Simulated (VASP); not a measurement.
## A VASP 6.6.1 single-point calculation on KI

INCAR

```
LCHARG = .FALSE.
PREC = Accurate
SIGMA = 0.02
NBANDS = 15
NSW = 0
ISIF = 2
LASPH = .TRUE.
ENCUT = 520
LWAVE = .FALSE.
LREAL = .FALSE.
GGA = PE
ISMEAR = -1
IBRION = -1
EDIFF = 1E-7
NELECT = 15.98
NELM = 68
```

KPOINTS

```
KPOINTS created by Atomic Simulation Environment
0
Gamma
6 6 6
0 0 0
```

POSCAR

```
K  I
 1.0000000000000000
     4.2910852517201423   -0.0000000000000000   -0.0000000000000000
    -0.0000000000000000    4.2910852517201423    0.0000000000000000
    -0.0000000000000000    0.0000000000000000    4.2910852517201423
 K   I
   1   1
Cartesian
  0.0000000000000000 -0.0000000000000000 -0.0000000000000000
  2.1455426258600712  2.1455426258600712  2.1455426258600712
```

The recommended PBE PAW datasets give the neutral cell 16 valence electrons.

Command

```
mpirun -np 1 vasp_std
```

Problem. Predict the outcome of this run.

Solution. It converged. Results: pressure 0.2 GPa.

OSZICAR

```
N       E                     dE             d eps       ncg     rms          rms(c)
DAV:   1     0.850978541703E+02    0.85098E+02   -0.61058E+03   600   0.854E+02
DAV:   2    -0.452170694901E+00   -0.85550E+02   -0.79850E+02   790   0.211E+02
DAV:   3    -0.535455820387E+01   -0.49024E+01   -0.48786E+01   884   0.438E+01
DAV:   4    -0.553285581602E+01   -0.17830E+00   -0.17828E+00   865   0.750E+00
DAV:   5    -0.553519257395E+01   -0.23368E-02   -0.23367E-02   912   0.856E-01    0.267E+00
DAV:   6    -0.545438744665E+01    0.80805E-01   -0.58675E-02   754   0.167E+00    0.190E+00
DAV:   7    -0.543628242258E+01    0.18105E-01   -0.86853E-02   803   0.172E+00    0.689E-01
DAV:   8    -0.543856091567E+01   -0.22785E-02   -0.12728E-02   629   0.747E-01    0.149E-01
DAV:   9    -0.543869627921E+01   -0.13536E-03   -0.66123E-04   866   0.176E-01    0.782E-02
DAV:  10    -0.543874447272E+01   -0.48194E-04   -0.91664E-05   735   0.600E-02    0.196E-02
DAV:  11    -0.543876254249E+01   -0.18070E-04   -0.30902E-05   712   0.362E-02    0.189E-02
DAV:  12    -0.543876214393E+01    0.39856E-06   -0.67619E-07   831   0.614E-03    0.147E-02
DAV:  13    -0.543876167791E+01    0.46602E-06   -0.36451E-07   733   0.395E-03    0.416E-03
DAV:  14    -0.543876158884E+01    0.89066E-07   -0.14181E-07   787   0.189E-03
   1 F= -.54387616E+01 E0= -.54384077E+01  d E =-.707714E-03
```

Standard output (part)

```
POSCAR found type information on POSCAR K I
 POSCAR found :  2 types and       2 ions
 LDA part: xc-table for (Slater+PW92), standard interpolation
 POSCAR, INCAR and KPOINTS ok, starting setup
 WAVECAR not read
 entering main loop
 the old and the new charge density differ
    0.267E+00
```

The cell is charged and sits in a uniform background.

For comparison, a separate PBE run of the intended cell, on usual settings and not on those above, gives a gap of 3.33 eV on its mesh and a pressure of 0.5 GPa.
